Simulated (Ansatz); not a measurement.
This Ansatz input for PbF2 (fluorite structure) was spoiled on purpose:

```yaml
crystal:
  lattice:
    - [0.0, 3.0003645022, 3.0003645022]
    - [3.0003645022, 0.0, 3.0003645022]
    - [3.0003645022, 3.0003645022, 0.0]
  atoms:
    - { symbol: Pb, position: [0.0, 0.0, 0.0] }
    - { symbol: F, position: [0.25, 0.25, 0.25] }
    - { symbol: F, position: [0.75, 0.75, 0.75] }
basis:
  ecutwfc: 420
  ecutrho_ratio: 4
kpoints:
  mp_grid: { grid: [10, 10, 10] }
hamiltonian:
  xc: pbe
  pseudopotentials: { kind: nc }
scf:
  occupations: { method: gaussian, width: 0.05 }
  max_iter: 50
output:
  forces: true
  stress: true
magnetization:
  spin_polarized: true
  spin_orbit: true
```

Launched as:
```sh
ansatz run input.yaml --threads 4 --pin off --max-ram 7168MiB --backend cpu --events-out ev --progress --plain --runs-dir out
```

Q: What is wrong with it?

A: Spin-orbit coupling on scalar files. Against the sound input: magnetization: {"spin_polarized": true, "spin_orbit": true}; hamiltonian.pseudopotentials: {"kind": "nc"} (the cap on iterations is only a precaution).

What the program printed:

```
Error: 2 input errors — fix all and re-run
  1. inconsistent input (magnetization.spin_orbit, magnetization.noncollinear): true requires noncollinear: true — spin–orbit coupling acts on 2-spinor wavefunctions; set both flags
  2. inconsistent input (magnetization.spin_orbit, hamiltonian.pseudopotentials.kind): true requires a fully-relativistic hamiltonian.pseudopotentials.kind (nc_fr or paw_fr), or kind: all_electron without datasets and azcp, which then solves Dirac's equation on LAPW. paw_fr resolves this project's PAW files (source: ansatz) by j as it reads them
```

The input was refused before any iteration. Cost: 0.02 s on 4 threads of AMD EPYC 9R45 96-Core Processor (Zen 5), on a shared host, peak memory 0.042 GiB. The run before the change (PBE, 420 eV, 10×10×10 mesh) gave:

| run | P (GPa) | gap on the mesh (eV) | cell moment (μB) | largest force component (eV/Å) |
| --- | --- | --- | --- | --- |
| sound | 0.0 | 4.43 | – | 0.000 |

The start was a prototype's sites filled with these elements; the Crystallography Open Database holds the compound in this structure.

Of that run: Kohn–Sham gaps of semilocal functionals lie under measured ones, often by a third or more.
